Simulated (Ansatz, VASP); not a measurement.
# Sb: VASP beside Ansatz

```
Sb
1.0
     3.28315    0.00000    0.00000
    -1.64157    2.84329    0.00000
     0.00000    0.00000    3.12360
Sb
1
Direct
  0.00000 0.00000 0.00000
```

Change from the starting cell: volume scaled by 1, norm-conserving files.

Alike in both runs: task single point; functional PBE; k mesh 13 × 13 × 12; occupations fermi-dirac, width 0.05 eV; no spin polarisation.

|  | VASP | Ansatz |
| --- | --- | --- |
| version | VASP 6.6.1 | Ansatz 0.2.0 |
| potentials or method | VASP PAW PBE potentials, release 64 (Sb) | norm-conserving pseudopotentials, scalar-relativistic |
| plane-wave cutoff (eV) | 520 | 1088 |
| valence electrons in the cell | 5 | 15 |

|  | VASP | Ansatz | Ansatz less VASP |
| --- | --- | --- | --- |
| pressure (GPa) | 0.0 | 0.0 | +0.09 |

With one functional, cell and mesh, what is left measures potentials, basis and numerics. The two sets of potentials don't hold the same shells in valence.

The runs have no spin-orbit coupling, so splittings on Sb are missing.
